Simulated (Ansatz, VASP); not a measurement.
Sb in VASP and in Ansatz

```
CELL_PARAMETERS angstrom
3.41828 0.00000 0.00000
-1.70914 2.96032 0.00000
0.00000 0.00000 11.56828
ATOMIC_POSITIONS crystal
Sb 0.00000 0.00000 0.00000
Sb 0.00000 0.00000 0.50000
Sb 0.33333 0.66667 0.25000
Sb 0.66667 0.33333 0.75000
```

Alike in both runs: task single point; functional PBEsol; k mesh 12 × 12 × 4; occupations fermi-dirac, width 0.1 eV; no spin polarisation.

|  | VASP | Ansatz |
| --- | --- | --- |
| version | VASP 6.6.1 | Ansatz 0.2.0 |
| potentials or method | VASP PAW PBE potentials, release 64 (Sb) | plane waves (420 eV) with PAW, scalar-relativistic |
| plane-wave cutoff (eV) | 520 | 420 |
| valence electrons in the cell | 20 | 60 |

|  | VASP | Ansatz | Ansatz less VASP |
| --- | --- | --- | --- |
| pressure (GPa) | -5.9 | -5.9 | +0.04 |
| largest component of the traceless stress (GPa) | 0.10 | 0.10 | -0.003 |

With one functional, cell and mesh, what is left measures potentials, basis and numerics. The two sets of potentials don't hold the same shells in valence. Ansatz warned: «pseudo_functional_mismatch».

Caveats: the PAW data sets were made with another functional, which shifts forces and pressure a little (VASP). Spin-orbit coupling is left out, which matters for the levels of Sb.
